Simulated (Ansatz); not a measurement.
TiO, 6 atoms in the cell. It takes space group P-62m (No. 189, hexagonal). The conventional cell has a = 4.989 Å, b = 4.989 Å, c = 2.873 Å, α = 90.00°, β = 90.00°, γ = 120.00°. Ti (site symmetry -62m) is surrounded by 3 O at 1.97 Å. Ti (site symmetry -6) is surrounded by 6 O at 2.10 Å. Around O (site symmetry m2m) lie 5 Ti at 1.97 to 2.10 Å. The cell comes from a database or a generator and needn't be the stable form of this composition.

```yaml
Program: Ansatz 0.2.0
Task: band structure
Functional: PBEsol
Potentials_or_basis: Ansatz PAW
Cutoff: "420 eV (not typed: the program's choice for these potentials)"
k_mesh: 6 × 6 × 9
Occupations: fermi-dirac, width 0.05 eV
Spin: no spin polarisation
Path: "[[\"G\", \"M\", \"K\", \"G\", \"A\", \"L\", \"H\", \"A\"], [\"L\", \"M\"], [\"K\", \"H\"]]"
Points_for_each_segment_of_the_path: 14
```

Potentials or basis: Ansatz PAW.

Command:

```bash
$ ansatz run input.yaml --threads 2 --pin off --max-ram 5632MiB --backend cpu --events-out ev --progress --plain --runs-dir out
```

Hardware: 2 threads of Arm Neoverse V2 (shared host).

Problem. Estimate the wall time of this run.

Solution. Wall time 15 s on 2 threads of Arm Neoverse V2, on a shared host, peak memory 0.45 GiB. Counts: scf iterations 7, plane waves 1251, k points 35, bands 42.
